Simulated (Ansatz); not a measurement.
Structure search: one Sb candidate

These are results of Ansatz 0.2.0, DFT PBE, scalar-relativistic, plane waves, PAW, not measurements. Cutoff 420 eV, Gaussian smearing, Γ-centred meshes. Cell and atoms relax first on a coarse mesh and then on a finer one. In between, the cell is made exact in the group found at 0.06 Å. In metals the finer mesh still leaves noise of several meV/atom or more. The steps can't lower the symmetry of their start. No spin polarisation.

Recipe of this trial structure of Sb: random cell by space group and Wyckoff sites (Pmmn, No. 59). The dimensions are guesses.

```cif
data_structure
_symmetry_space_group_name_H-M 'Pmmn:1'
_symmetry_Int_Tables_number 59
_cell_length_a 3.3488
_cell_length_b 3.5581
_cell_length_c 4.7667
_cell_angle_alpha 90.000
_cell_angle_beta 90.000
_cell_angle_gamma 90.000
_cell_volume 56.80
loop_
_atom_site_label
_atom_site_type_symbol
_atom_site_symmetry_multiplicity
_atom_site_Wyckoff_symbol
_atom_site_fract_x
_atom_site_fract_y
_atom_site_fract_z
_atom_site_occupancy
Sb1 Sb 2 b 0.50000 0.00000 0.97309 1
```

Energies count from the standard state of Sb at the same level.

Question: What does it relax into?

Answer: The symmetry goes from Pmmn (No. 59) to Pm-3m (No. 221), and the primitive cell from 2 to 1 atom. The end has the simple cubic type. The volume per atom grows by 5.9 %, from 28.4 to 30.1 Å³. The shortest distance goes from 2.46 Å (Sb–Sb) to 3.11 Å (Sb–Sb). The energy falls by about 2.7 eV/atom (the start's value is from the coarse mesh). The end is written in a standard setting, so origin, axes and order of atoms can differ from the start's. Conventional cell: a = 3.109 Å. Sb is surrounded by 6 Sb at 3.11 Å.

```
Sb
1.0
     3.10946    0.00000    0.00000
     0.00000    3.10946    0.00000
     0.00000    0.00000    3.10946
Sb
1
Direct
  0.50000 0.50000 0.50000
```

Question: Give its energy and gap.

Answer:

| Item | Value |
| --- | --- |
| Energy over the standard state | +0.05 eV/atom |
| Gap on the 18×18×18 mesh of the 1-atom cell | 0 eV (a metal) |

So it is a metastable form at best.

The last run used Gaussian smearing of 0.10 eV. Spin–orbit coupling, which can matter for Sb, is left out. Symmetry constrained the relaxation, so the result can be a saddle point.
